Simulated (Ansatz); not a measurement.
Crystal: BaTiO3.

```
Ba Ti O
1.0
     4.00730    0.00000    0.00000
     0.00000    4.00730    0.00000
     0.00000    0.00000    8.01460
Ba Ti O
2 2 6
Cartesian
  2.3139 2.3844 1.9229
  2.0570 1.8276 6.1203
  0.1419 4.0001 0.1061
  3.8069 3.8918 4.1558
  2.2804 3.7093 7.8525
  1.7205 3.8733 4.0115
  3.8827 2.3866 7.8876
  3.8235 1.8548 4.1970
  3.8544 0.0411 1.7952
  0.1626 0.0749 6.0314
```

```yaml
Program: Ansatz 0.2.0
Task: relaxation of cell and atoms
Functional: r2SCAN
Dispersion: D3(BJ)
Potentials_or_basis: Ansatz PAW
Cutoff: "500 eV (not typed: the program's choice for these potentials)"
k_mesh: 7 × 7 × 4
Occupations: fermi-dirac, width 0.05 eV
Spin: no spin polarisation
```

At the start: volume 12.87 Å³/atom.

Question: How do energy, volume and symmetry change on relaxing?

Answer: It ends after 8 steps and the volume is 12.83 Å³/atom (-0.3 %); space group Cmc2_1 (No. 36, to 0.05 Å).

Step by step:
| step | energy change (eV) | largest force (eV/Å) | volume (Å³) |
| --- | --- | --- | --- |
| 1 | 0.0000 | 7.9799 | 128.70 |
| 2 | -3.3352 | 3.8068 | 132.01 |
| 3 | -4.5680 | 1.2600 | 128.59 |
| 4 | -4.7896 | 0.0699 | 127.38 |
| 5 | -4.7895 | 0.1897 | 128.63 |
| 6 | -4.7942 | 0.0093 | 128.36 |
| 7 | -4.7942 | 0.0010 | 128.35 |
| 8 | -4.7941 | 0.0012 | 128.35 |

Final structure:
```xyz
10
Lattice="3.9826 0.0025 0.0000 0.0025 3.9818 0.0000 0.0000 0.0000 8.0936" Properties=species:S:1:pos:R:3 pbc="T T T"
Ba    1.9850    1.9847    2.0595
Ba    2.0002    1.9997    6.1064
Ti   -0.0479    3.9321    0.0999
Ti    4.0356    4.0340    4.1467
O     2.0328    4.0051    8.0640
O     1.9548    3.9611    4.0172
O     4.0063    2.0318    8.0639
O     3.9614    1.9551    4.0171
O     3.9814    0.0014    1.9466
O     0.0012    0.0011    5.9935
```

Caveat: the plane-wave basis is chosen anew once the cell has moved, so the energies of steps on either side of that aren't comparable; the PAW data sets come from PBE, with cores solved anew for the run's functional, which leaves a small shift of forces and pressure; the dispersion damping was fitted for another functional or another form of the correction.
